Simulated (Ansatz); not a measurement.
The system is Al2Au.

```
CELL_PARAMETERS angstrom
0.00000 3.00000 3.00000
3.00000 0.00000 3.00000
3.00000 3.00000 0.00000
ATOMIC_POSITIONS crystal
Au 0.00000 0.00000 0.00000
Al 0.75000 0.75000 0.75000
Al 0.25000 0.25000 0.25000
```

| Property | Result |
| --- | --- |
| Program | Ansatz 0.2.0 |
| Task | relaxation of cell and atoms |
| Functional | revPBE |
| Potentials or basis | Ansatz PAW |
| Cutoff | 420 eV (not typed: the program's choice for these potentials) |
| k mesh | 8 × 8 × 8 |
| Occupations | fermi-dirac, width 0.05 eV |
| Spin | no spin polarisation |

At the start: volume 18.00 Å³/atom.

Task: Where does the relaxation end?

Result: It ends after 5 steps and the volume is 18.81 Å³/atom (+4.5 %); space group Fm-3m (No. 225, to 0.05 Å).

The path:
```
step  energy change (eV)  largest force (eV/Å)  volume (Å³)
   1              0.0000                0.0000        54.00
   2             -0.0318                0.0000        57.09
   3             -0.0344                0.0000        56.48
   4             -0.0345                0.0000        56.42
   5             -0.0354                0.0000        56.42
```

Final structure:
```cif
data_structure
_symmetry_space_group_name_H-M 'P 1'
_symmetry_Int_Tables_number 1
_cell_length_a 4.3052
_cell_length_b 4.3052
_cell_length_c 4.3052
_cell_angle_alpha 60.000
_cell_angle_beta 60.000
_cell_angle_gamma 60.000
_cell_volume 56.42
loop_
_atom_site_label
_atom_site_type_symbol
_atom_site_fract_x
_atom_site_fract_y
_atom_site_fract_z
_atom_site_occupancy
Au1 Au 0.00000 0.00000 0.00000 1
Al1 Al 0.75000 0.75000 0.75000 1
Al2 Al 0.25000 0.25000 0.25000 1
```

Caveat: the plane-wave basis is chosen anew once the cell has moved, so the energies of steps on either side of that aren't comparable; the PAW data sets come from PBE, with cores solved anew for the run's functional, which leaves a small shift of forces and pressure.
